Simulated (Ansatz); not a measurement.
## Is this Si5C2 stable against decomposition?

The calculation used DFT PBE, scalar-relativistic, plane waves, PAW (Ansatz 0.2.0). All cells share a 420 eV cutoff and Γ-centred k meshes spaced about 0.3 Å⁻¹ or finer (0.25 for metals, 2π included). No spin polarisation.

Energies over the elements count from the elements' standard structures at the same level, with no fitted energy shifts.

Temperature and zero-point effects are left out. The reference form of C is held partly by dispersion forces, which this level lacks.

The competitors are the elements and 2 reference phases of this chemical system (from databases or known types: Si7C, SiC), relaxed at the same level; other known phases may be missing.

The candidate was reached from: a cell proposed by chemical analogy.

```cif
data_structure
_symmetry_space_group_name_H-M 'P 1'
_symmetry_Int_Tables_number 1
_cell_length_a 22.5584
_cell_length_b 22.5584
_cell_length_c 22.5584
_cell_angle_alpha 7.883
_cell_angle_beta 7.883
_cell_angle_gamma 7.883
_cell_volume 187.31
loop_
_atom_site_label
_atom_site_type_symbol
_atom_site_fract_x
_atom_site_fract_y
_atom_site_fract_z
_atom_site_occupancy
Si1 Si 0.72697 0.72697 0.72697 1
Si2 Si 0.29402 0.29402 0.29402 1
Si3 Si 0.33224 0.33224 0.33224 1
Si4 Si 0.02293 0.02293 0.02293 1
Si5 Si 0.43110 0.43110 0.43110 1
Si6 Si 0.56451 0.56451 0.56451 1
Si7 Si 0.60022 0.60022 0.60022 1
Si8 Si 0.13518 0.13518 0.13518 1
Si9 Si 0.83929 0.83929 0.83929 1
Si10 Si 0.87464 0.87464 0.87464 1
C1 C 0.75509 0.75509 0.75509 1
C2 C 0.05114 0.05114 0.05114 1
C3 C 0.45925 0.45925 0.45925 1
C4 C 0.16345 0.16345 0.16345 1
```

**Question.** Into what would it decompose?

**Answer.** Its formation energy is 0.211 eV/atom. The lowest competing mixture at this composition is this:

```csv
phase,space group,source,share of atoms,ΔE_f (eV/atom)
Si,-,element,0.4286,-0.0007
SiC,P6_3mc (No. 186),Materials Project,0.5714,-0.204
```

The lowest database cell of Si (-0.0007) lies slightly below the reference, hence the non-zero entry.

The mixture lies at -0.117 eV/atom, and the candidate lies 0.33 eV/atom above it. The candidate matches no cell in the subsets of the Crystallography Open Database and the Materials Project at hand. A phase this far over the hull is unlikely to be made. It holds Si–Si nets (shortest 2.38 Å).
